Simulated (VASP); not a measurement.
**From an Ansatz input to VASP: LiBr (strained rocksalt)**

Ansatz input

```yaml
crystal:
  lattice:
    - [0.0342445631, 2.7395650468, 2.7395650468]
    - [2.7395650468, 0.0342445631, 2.7395650468]
    - [2.7738096098, 2.7738096098, -1.0e-10]
  atoms:
    - { symbol: Li, position: [0.0, 0.0, 0.0] }
    - { symbol: Br, position: [0.5, 0.5, 0.5] }
kpoints:
  mp_grid: { grid: [8, 8, 8] }
  band_path:
    path:
      - [0.0, 0.0, 0.0]
      - [0.5, 0.0, 0.5]
      - [0.625, 0.25, 0.625]
      - [0.375, 0.375, 0.75]
      - [0.5, 0.5, 0.5]
      - [0.5, 0.25, 0.75]
      - [0.067708, 0.067708, 0.135417]
    npoints: 1
hamiltonian:
  xc: pbe
scf:
  occupations: { method: fermi_dirac, width: 0.02 }
  n_extra_bands: 4
output:
  forces: true
  stress: true
  eigenvalues: true
  write_density: true
  write_potential: true
  elf: true
  volumetric_format: npy
```

Translate this input to VASP.



INCAR

```
NBANDS = 12
NELM = 120
NSW = 0
SIGMA = 0.02
ISIF = 2
IBRION = -1
LCHARG = .FALSE.
EDIFF = 1E-7
ISMEAR = -1
LASPH = .TRUE.
ENCUT = 520
GGA = PE
LWAVE = .FALSE.
PREC = Accurate
LREAL = .FALSE.
```

KPOINTS

```
KPOINTS created by Atomic Simulation Environment
0
Gamma
8 8 8
0 0 0
```

KPOINTS_OPT

```
special points
7
Reciprocal
0.0000000000 0.0000000000 0.0000000000 1
0.5000000000 0.0000000000 0.5000000000 1
0.6250000000 0.2500000000 0.6250000000 1
0.3750000000 0.3750000000 0.7500000000 1
0.5000000000 0.5000000000 0.5000000000 1
0.5000000000 0.2500000000 0.7500000000 1
0.0677080000 0.0677080000 0.1354170000 1
```

POSCAR

```
Li Br
 1.0000000000000000
     0.0342445630749999    2.7395650467750001    2.7395650467746875
     2.7395650467750001    0.0342445630749999    2.7395650467746875
     2.7738096097999998    2.7738096097999998   -0.0000000000506251
 Li  Br
   1   1
Cartesian
  0.0000000000000000  0.0000000000000000  0.0000000000000000
  2.7738096098250007  2.7738096098250007  2.7395650467493748
```

VASP ran with the recommended PBE PAW datasets (10 valence electrons in the cell). Other inputs would serve too.

|  | Ansatz | VASP |
| --- | --- | --- |
| gap between bands v and c | 4.91 eV | 4.92 eV |
| least direct gap | 4.91 eV | 4.92 eV |
| pressure | 0.5 GPa | 0.4 GPa |

Datasets and cutoffs are each program's own. VASP's cell holds 10 valence electrons and Ansatz's 10. Ansatz's stress includes a Pulay correction; VASP's doesn't.
